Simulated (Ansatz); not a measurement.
## Questions on the electronic state of SiNi

System: SiNi, a measured crystal structure (space group Pmmn); the cell holds 4 atoms. Source: COD entry 2300377; the sample's temperature and pressure aren't taken into account, and it need not be the stable phase.

```yaml
crystal:
  lattice:
    - [3.02662, 0.00000, 0.00000]
    - [0.00000, 3.27350, 0.00000]
    - [0.00000, 0.00000, 4.69776]
  atoms:
    - { symbol: Ni, position: [0.50000, 0.50000, 0.34422] }
    - { symbol: Ni, position: [0.00000, 0.00000, 0.65578] }
    - { symbol: Si, position: [0.50000, 0.50000, 0.84230] }
    - { symbol: Si, position: [0.00000, 0.00000, 0.15770] }
```

Numbers behind element symbols give the atom's place in this list.

Level of theory: DFT, PBE, PAW, plane waves, scalar-relativistic (Ansatz development build ahead of 0.2.0).

```json
{
 "Plane-wave cutoff": "420 eV",
 "k-point mesh": "8×8×6 (Γ-centred)",
 "Occupations": "Fermi–Dirac smearing, 0.1 eV",
 "Valence electrons": "44"
}
```

Orders that need a larger cell or non-collinear spins weren't tried.

**Question.** The cell was converged 5 times from various starts and settings. Describe the lowest state found.

**Answer.** Non-magnetic, no gap on the k-mesh.

**Question.** Which atoms feel the largest force in the lowest state, and how large is it?

**Answer.** Si3, Si4: 0.14 eV/Å.
